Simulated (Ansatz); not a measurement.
System: rock-salt NaBr. Method: PBE-D3(BJ) in Ansatz (PAW).

Numerical settings: plane-wave cutoff 520 eV, 10×10×10 k mesh, Fermi–Dirac smearing 0.01 eV, scalar-relativistic PAW data made under PBE.

On both sides of the equilibrium volume: at 25.136 Å³/atom the pressure is 0.49 GPa and the direct gap at Γ 4.334 eV; at 26.161 Å³/atom they are -0.44 GPa and 4.209 eV. The fitted bulk modulus is 23.4 GPa.

Work out the volume deformation potential of this gap and its pressure coefficient, in two ways.

a_V = dE_g/d ln V = (4.209 − 4.334)/ln(26.161/25.136) = -3.13 eV. Since dP = −B d ln V, dE_g/dP = −a_V/B = 134 meV/GPa. Straight from the pressures: (4.334 − 4.209)/(0.49 − (-0.44)) = 134 meV/GPa. At this level and over this range the gap at Γ widens under pressure.

Spin–orbit coupling is not included.

Ansatz is a program for electronic structure.
